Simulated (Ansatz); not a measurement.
Crystal: ZrS.

```
Zr S
1.0
     0.00000    2.62500    2.62500
     2.62500    0.00000    2.62500
     2.62500    2.62500    0.00000
Zr S
1 1
Direct
  0.00000 0.00000 0.00000
  0.50000 0.50000 0.50000
```

```yaml
Program: Ansatz 0.2.0
Task: relaxation of cell and atoms
Functional: LDA
Potentials_or_basis: all-electron LAPW, scalar-relativistic
Basis_error_allowed: 0.001 eV/atom
k_mesh: 9 × 9 × 9
Occupations: fermi-dirac, width 0.05 eV
Spin: no spin polarisation
```

At the start: volume 18.09 Å³/atom.

Problem. Where does the relaxation end?

Solution. Over 6 steps the energy falls by 35.4 meV/atom and the volume is 16.91 Å³/atom (-6.5 %); space group Fm-3m (No. 225, to 0.05 Å).

Step by step:
```
step  energy change (eV)  largest force (eV/Å)  volume (Å³)
   1              0.0000                0.0000        36.18
   2             -0.0354                0.0000        32.32
   3             -0.0703                0.0000        34.00
   4             -0.0708                0.0000        33.83
   5             -0.0708                0.0000        33.82
   6             -0.0708                0.0000        33.82
```

Final structure:
```yaml
crystal:
  lattice:
    - [0.00000, 2.56676, 2.56676]
    - [2.56676, 0.00000, 2.56676]
    - [2.56676, 2.56676, 0.00000]
  atoms:
    - { symbol: Zr, position: [0.00000, 0.00000, 0.00000] }
    - { symbol: S, position: [0.50000, 0.50000, 0.50000] }
```
